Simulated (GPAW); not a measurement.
**BN: Born charges with vdW-DF-cx**

BN:

```
N B
1.0
     0.00000    1.81300    1.81300
     1.81300    0.00000    1.81300
     1.81300    1.81300    0.00000
N B
1 1
Direct
  0.75000 0.75000 0.75000
  0.00000 0.00000 0.00000
```

The cell is a database's computed one.

```
Program             : GPAW 26.7.0
Task                : Born charges
Functional          : vdW-DF-cx
Potentials or basis : GPAW PAW data sets (gpaw-data 1.2.1)
Cutoff              : 680 eV
Basis               : pw
k mesh              : 7 × 7 × 7
Occupations         : fermi-dirac, width 0.01 eV
Spin                : no spin polarisation
Maxiter             : 150
Convergence         : density=1e-06 eigenstates=1e-09
Displacement        : 0.01
Relaxed first       : ions
```

```
Band gap on the k mesh                                  : 4.69 eV, indirect (least direct gap 8.83 eV)
Born charges (mean of the diagonal)                     : N -1.94; B +1.94 e
Highest phonon frequency at Γ, LO-TO splitting left out : 1029 cm⁻¹
```

Final structure:
```cif
data_structure
_symmetry_space_group_name_H-M 'P 1'
_symmetry_Int_Tables_number 1
_cell_length_a 2.5640
_cell_length_b 2.5640
_cell_length_c 2.5640
_cell_angle_alpha 60.000
_cell_angle_beta 60.000
_cell_angle_gamma 60.000
_cell_volume 11.92
loop_
_atom_site_label
_atom_site_type_symbol
_atom_site_fract_x
_atom_site_fract_y
_atom_site_fract_z
_atom_site_occupancy
N1 N 0.75000 0.75000 0.75000 1
B1 B 0.00000 0.00000 0.00000 1
```

Levels at points of the mesh, in eV from the valence-band top:
```
           k point  band 1  band 2  band 3  band 4  band 5  band 6  band 7
(0.00, 0.00, 0.00)  -20.09    0.00    0.00    0.00    8.83    8.83    8.83
```

Phonon frequencies in cm⁻¹ (negative: imaginary):
| q point | frequencies |
| --- | --- |
| (0.000, 0.000, 0.000) | 0 0 0 1029 1029 1029 |

Born effective charge tensors (e):
atom 1, N
```
-1.94  0.00  0.00
 0.00 -1.94  0.00
 0.00  0.00 -1.94
```
atom 2, B
```
1.94 0.00 0.00
0.00 1.94 0.00
0.00 0.00 1.94
```

It took 120 s on 1 thread of INTEL(R) XEON(R) PLATINUM 8581C CPU @ 2.10GHz (Emerald Rapids), on a shared host, peak memory 0.33 GiB.

Caveat: the k mesh is coarse (spacing up to 0.43 Å⁻¹), so the values aren't converged; the LO-TO splitting is left out; an odd mesh through Γ misses points on the zone boundary, where band edges often lie.
